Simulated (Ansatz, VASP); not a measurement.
# One calculation of CaF2, two programs

```
Ca F
1.0
     0.00000    2.75588    2.75588
     2.75588    0.00000    2.75588
     2.75588    2.75588    0.00000
Ca F
1 2
Direct
  0.00000 0.00000 0.00000
  0.75000 0.75000 0.75000
  0.25000 0.25000 0.25000
```

Alike in both runs: functional PBE; k mesh 8 × 8 × 8; occupations gaussian, width 0.02 eV; no spin polarisation.

Ansatz relaxed the structure, and its values are those at the end. VASP's run is a single point on that final structure, the one shown.

```csv
,VASP,Ansatz
version,VASP 6.6.1,Ansatz 0.2.0
potentials or method,"VASP PAW PBE potentials, release 64 (Ca_sv, F)","scalar-relativistic, plane waves, PAW"
plane-wave cutoff (eV),520,420
valence electrons in the cell,24,24
```

```tsv
	VASP	Ansatz	Ansatz less VASP
gap on the k mesh at the Fermi level (eV)	7.12	7.14	+0.022
least direct gap on the mesh (eV)	7.37	7.39	+0.022
pressure (GPa)	0.2	0.0	-0.21
```

The functional is the same, so the differences come from potentials, cutoffs and numerics.

A k mesh can miss the band edges. A hybrid or GW would open this gap; PBE tends to underestimate it.
